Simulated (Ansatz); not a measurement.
## ZnO: O vacancy

The calculation used Ansatz, DFT PBE, scalar-relativistic, plane waves, PAW. Settings: 420 eV cutoff, 4×4×4 k-mesh, Gaussian smearing of 0.01 eV, collinear spin in charge +1 alone.

Host crystal, relaxed:

```
Zn O
1.0
     3.27939    0.00000    0.00000
    -1.63970    2.84004    0.00000
     0.00000    0.00000    5.29323
Zn O
2 2
Cartesian
  1.6397 0.9467 2.6498
  0.0000 1.8934 0.0032
  1.6397 0.9467 4.6565
  0.0000 1.8934 2.0099
```

Supercell of 16 atoms, rows in host cell vectors: 0 0 1; 2 0 0; 0 2 0. Atoms relax at the host's cell, keeping the symmetry that the supercell leaves at the site. The cell is small, so energies carry finite-size errors of tenths of an eV. The host's Kohn–Sham gap is 0.74 eV. Atoms are taken from and returned to the elements' standard states. Charged cells are corrected for image charges with the computed static dielectric tensor (mean 10.9) and aligned with the host's potential at far atoms (alignment terms reach 1.02 eV). No band-filling term is added, and the Fermi level counts from the host's valence band top.

Starting moments were lost in some runs.

Defect: O vacancy at (0.667, 0.333, 0.880) of the host cell.

Task: What is the formation energy of the neutral defect?

Result: 3.78 eV.

Task: Does the neutral defect carry a moment, and how do its surroundings relax?

Result: The neutral run had no spin polarisation, so a moment wasn't tested. The nearest neighbours before are 3 Zn at 2.00 Å, 1 Zn at 2.01 Å; after relaxation the atoms near the site are 1 Zn at 1.77 Å, 3 Zn at 1.87 Å; the largest move is 0.25 Å.

Task: Charges +2, +1, 0 were computed. Which is stable where in the gap?

Result: Among the charges computed the stable one is +2 at the valence band top, changing to +1 at 0.44 eV, changing to 0 at 0.58 eV. In charge +1 the cell has partly filled bands: a level of the defect may be part filled, the carrier may sit in the host's bands, or levels may cross between the k points, so transitions that involve it are doubtful. Levels between neighbouring charges: (+2/+1) 0.44 eV, (+1/0) 0.58 eV.